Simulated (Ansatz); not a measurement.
This log comes from Ansatz, run on SrTiO₃, cubic perovskite. Cell and atoms come from a relaxation with r2SCAN.

The cell:
```cif
data_structure
_symmetry_space_group_name_H-M 'P 1'
_symmetry_Int_Tables_number 1
_cell_length_a 3.9069
_cell_length_b 3.9069
_cell_length_c 3.9069
_cell_angle_alpha 90.000
_cell_angle_beta 90.000
_cell_angle_gamma 90.000
_cell_volume 59.63
loop_
_atom_site_label
_atom_site_type_symbol
_atom_site_fract_x
_atom_site_fract_y
_atom_site_fract_z
_atom_site_occupancy
Sr1 Sr 0.00000 0.00000 0.00000 1
Ti1 Ti 0.50000 0.50000 0.50000 1
O1 O 0.50000 0.50000 0.00000 1
O2 O 0.50000 0.00000 0.50000 1
O3 O 0.00000 0.50000 0.50000 1
```

The output, standing remarks left out:
```
scf.n_extra_bands = 5 over 20 filled bands (N_el = 40.0): the run solves 25 bands
Pseudopotential: Sr, paw, valence charge 10, recommended cutoff 420 eV (normal)
Pseudopotential: Ti, paw, valence charge 12, recommended cutoff 420 eV (normal)
Pseudopotential: O, paw, valence charge 6, recommended cutoff 420 eV (normal)
Functional definition: HSE06
  parameter a = 0.25
  parameter omega = 0.11/bohr
  exchange = pbe_x - a*pbe_x_sr(omega) + a*exact_x_sr(omega)
  correlation = pbe_c
Crystal: 5 atoms, lattice volume = 59.632 Å³
Basis set: ecut = 420 eV, 1189 PW (Γ)
Symmetry: 48 space group operations
Space group: Pm-3m (ITA 221)
k-points: 10 of 64
Exchange kernel: α = 0.2500, screened, ω = 0.2079 Å⁻¹, Wigner–Seitz truncation, v(0) = 1032.5188 eV·Å³, q-mesh 4×4×4
preconditioner: auto → none  [insulator: Δε(μ)=4.133 eV  ℏωp=26.3 eV]
hybrid outer 1: dexx = +2.918e-2 eV, tail = 1.52e-4 eV
hybrid outer 2: dexx = +2.750e-6 eV, tail = 6.30e-8 eV, Δε = 1.21e-2 eV
Free energy (F): -7756.182540 eV
Fermi energy:    8.954158 eV
--- Per-component energies (eV) ---
  E_band       = -292.138307
  E_kinetic    = 1050.214102
  E_local      = -2373.150935
  E_nonlocal   = 340.787060
  E_hartree    = 827.883953
  E_xc         = -398.331648
  E_vxc        = -456.261841
  E_exx        = -121.759380
  E_paw        = -4191.277249
  E_vpaw       = -265.983553
  E_ewald      = -2889.932020
  E_core_change = -0.623933
--- Forces (eV/Å), atoms counted from 1 ---
  atom   1  Sr      0.00000      0.00000      0.00000
  atom   2  Ti      0.00000      0.00000      0.00000
  atom   3  O       0.00000      0.00000      0.00000
  atom   4  O       0.00000      0.00000      0.00000
  atom   5  O       0.00000      0.00000      0.00000
--- Stress (GPa, compression-positive) ---
       -1.747937       0.000000       0.000000
        0.000000      -1.747937       0.000000
        0.000000       0.000000      -1.747937
  P = ⅓ Tr σ = -1.7479 GPa (-17.479 kbar)
--- Band table (eV; the first three rows and the last of 10) ---
  k-point 0: bands = […, 7.6896, 7.6896, 7.6896, 8.5766, 8.5766, 8.5766, 12.2754, 12.2754, 12.2754, 14.6944, …]
  k-point 1: bands = […, 7.0521, 7.0521, 7.1777, 7.2603, 8.3149, 8.3149, 12.3649, 13.3994, 13.3994, 14.7056, …]
  k-point 2: bands = […, 6.2993, 6.4565, 6.4565, 6.8852, 8.1595, 8.1595, 12.4592, 14.3870, 14.3870, 14.7127, …]
  k-point 9: bands = […, 4.9337, 4.9337, 4.9337, 8.9542, 8.9542, 8.9542, 15.2047, 15.2047, 15.2047, 17.6301, …]
```

bands.tsv, columns around the gap (it counts bands from 0):
```tsv
# k_distance	band_15	band_16	band_17	band_18	band_19	band_20	band_21	band_22	band_23
# fermi_ev = 8.954158
# [0, 0, 0] at k_distance = 0.000000
# [0, 0.5, 0] at k_distance = 0.804124
# [0.5, 0.5, 0] at k_distance = 1.608248
# [0.5, 0.5, 0.5] at k_distance = 2.412372
# levels_relative_to = fermi_ev
0.000	-1.265	-1.265	-0.378	-0.378	-0.378	3.321	3.321	3.321	5.740
0.804	-2.498	-2.498	-2.069	-0.795	-0.795	3.505	5.433	5.433	5.759
1.608	-3.014	-1.955	-1.694	-1.694	-0.087	5.450	5.450	6.018	6.824
2.412	-4.020	-4.020	0.000	0.000	0.000	6.250	6.250	6.250	8.676
```
In order the rows are Γ, X, M, R.

Q: What input produced it? Give the YAML.

A:
```yaml
crystal:
  # lattice and atoms as above
kpoints:
  mp_grid: { grid: [4, 4, 4] }
  band_path:
    path: [[0.0, 0.0, 0.0], [0.0, 0.5, 0.0], [0.5, 0.5, 0.0], [0.5, 0.5, 0.5]]
    npoints: 1
hamiltonian:
  xc: hse06
scf:
  occupations: { method: fixed }
  n_extra_bands: 5
output:
  forces: true
  stress: true
  eigenvalues: true
```
The exchange loop and the term E_exx show exact exchange. A single point prints forces and stress when the output block asks for them. Keys that aren't typed take their defaults; thresholds and the kind of smearing can't be read off these lines.

Wall time 18 s on 1 × NVIDIA H100 80GB HBM3 with 2 threads of AMD EPYC 7R13 Processor (Zen 3), on a shared host, load about 1.5 per core; peak host memory 1.8 GiB.

No spin polarisation and no zero-point or thermal motion.

The stress of a hybrid is loosely converged in these runs.

The meshes of the hybrids are coarse, so their gaps aren't converged to the digits shown.
